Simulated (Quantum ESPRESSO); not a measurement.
# SiC (Moissanite 3C) in Quantum ESPRESSO: the effect of target pressure

Crystal: SiC (Moissanite 3C).

```
Si C
1.0
     0.00000    2.17900    2.17900
     2.17900    0.00000    2.17900
     2.17900    2.17900    0.00000
Si C
1 1
Direct
  0.00000 0.00000 0.00000
  0.75000 0.75000 0.75000
```

Alike in all runs:

```yaml
Program: Quantum ESPRESSO 7.5
Task: relaxation of cell and atoms
Functional: PBEsol
Potentials_or_basis: SSSP 1.3 efficiency PBE
Cutoff: 857 eV
Density_cutoff: 6884 eV
k_mesh: 10 × 10 × 10
Occupations: fermi-dirac, width 0.05 eV
Spin: no spin polarisation
```

Each run relaxes the cell or the atoms first.

Q: One run gave: relaxed volume 9.29 Å³/atom; gap on the mesh 1.14 eV. Which target pressure did it use?
A. 20 GPa
B. 2 GPa
C. 10 GPa
D. 0 GPa
E. 30 GPa

A: E.

```csv
target pressure,relaxed volume (Å³/atom),gap on the mesh (eV)
0 GPa,10.36,1.24
2 GPa,10.27,1.23
5 GPa,10.14,1.22
10 GPa,9.94,1.20
20 GPa,9.59,1.17
30 GPa,9.29,1.14
```

Caveats: the potentials were made for another functional, which shifts forces and pressure.

A k mesh can miss the band edges.
